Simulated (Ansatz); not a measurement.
Wires are cut from relaxed bulk BN (F-43m, 5.95 Å³/atom, gap on the mesh 4.46 eV); atoms and period are relaxed, and energies count from that bulk.

Level of theory: DFT PBE, scalar-relativistic, plane waves, PAW (Ansatz).

Plane waves to 420 eV, a k mesh through Γ of 1×1×9 on the computed 28-atom cell and Gaussian smearing (0.05 eV); collinear spin from starting moments 0.3 0.3 0.3 0.3 0.3 0.3 0.3 0.3 0.3 0.3 0.3 0.3 0.3 0.3 0.3 0.3 0.3 0.3 0.3 0.3 0.3 0.3 0.3 0.3 0.3 0.3 0.3 0.3 μB.

Start ([001] wire, 28 host atoms a period):

```xyz
28
Lattice="15.3000 0.0000 0.0000 0.0000 16.5000 0.0000 0.0000 0.0000 3.6247" Properties=species:S:1:pos:R:3 pbc="T T T"
B     5.3846    8.2500    0.0000
B     9.0093    8.2500    0.0000
N     6.2907    5.5315    0.9062
N     6.2907    9.1562    0.9062
N     9.9154    5.5315    0.9062
N     9.9154    9.1562    0.9062
B     5.3846    6.4377    1.8123
B     5.3846   10.0623    1.8123
B     9.0093    6.4377    1.8123
B     9.0093   10.0623    1.8123
N     6.2907    7.3438    2.7185
N     6.2907   10.9685    2.7185
N     9.9154    7.3438    2.7185
N     9.9154   10.9685    2.7185
B     7.1969    4.6253    1.8123
B     7.1969    8.2500    1.8123
B     7.1969   11.8747    1.8123
B    10.8216    8.2500    1.8123
N     4.4784    9.1562    2.7185
N     8.1031    5.5315    2.7185
N     8.1031    9.1562    2.7185
B     7.1969    6.4377    0.0000
B     7.1969   10.0623    0.0000
B    10.8216    6.4377    0.0000
B    10.8216   10.0623    0.0000
N     4.4784    7.3438    0.9062
N     8.1031    7.3438    0.9062
N     8.1031   10.9685    0.9062
```

**Question.** What does the relaxation give?

**Answer.** The free energy falls by 393 meV/atom.

```
excess energy (eV per host atom) : 0.911
line energy (eV/Å)               : 6.983
period (Å)                       : 3.654
gap on the mesh (eV)             : 0.91
size of the moment (μB per cell) : 2.00
```

Relaxed structure:
```yaml
crystal:
  lattice:
    - [15.30000, 0.00000, 0.00000]
    - [0.00000, 16.50000, 0.00000]
    - [0.00000, 0.00000, 3.65427]
  atoms:
    - { symbol: B, position: [0.34733, 0.50000, 0.00000] }
    - { symbol: B, position: [0.58481, 0.50000, 0.00000] }
    - { symbol: N, position: [0.40256, 0.33736, 0.27517] }
    - { symbol: N, position: [0.41021, 0.55809, 0.21663] }
    - { symbol: N, position: [0.66417, 0.34406, 0.29055] }
    - { symbol: N, position: [0.64734, 0.55455, 0.22876] }
    - { symbol: B, position: [0.35928, 0.40659, 0.47839] }
    - { symbol: B, position: [0.35928, 0.59341, 0.52161] }
    - { symbol: B, position: [0.59816, 0.38243, 0.52639] }
    - { symbol: B, position: [0.59816, 0.61757, 0.47361] }
    - { symbol: N, position: [0.41021, 0.44191, 0.78337] }
    - { symbol: N, position: [0.40256, 0.66264, 0.72483] }
    - { symbol: N, position: [0.64734, 0.44545, 0.77124] }
    - { symbol: N, position: [0.66417, 0.65594, 0.70945] }
    - { symbol: B, position: [0.46480, 0.31254, 0.51784] }
    - { symbol: B, position: [0.47311, 0.50000, 0.50000] }
    - { symbol: B, position: [0.46480, 0.68746, 0.48216] }
    - { symbol: B, position: [0.70011, 0.50000, 0.50000] }
    - { symbol: N, position: [0.29891, 0.53370, 0.64691] }
    - { symbol: N, position: [0.52775, 0.33108, 0.75833] }
    - { symbol: N, position: [0.52911, 0.55555, 0.74218] }
    - { symbol: B, position: [0.47109, 0.38843, 0.01356] }
    - { symbol: B, position: [0.47109, 0.61157, 0.98644] }
    - { symbol: B, position: [0.69238, 0.40787, 0.09739] }
    - { symbol: B, position: [0.69238, 0.59213, 0.90261] }
    - { symbol: N, position: [0.29891, 0.46630, 0.35309] }
    - { symbol: N, position: [0.52911, 0.44445, 0.25782] }
    - { symbol: N, position: [0.52775, 0.66892, 0.24167] }
```

An odd mesh misses points on the zone edge, so a gap read on it can be too wide.

Each run keeps its start's symmetry and one magnetic start, so lower states can exist.

Time: 13 min on 4 threads of Arm Neoverse V2, on a shared host, peak memory 2.3 GiB.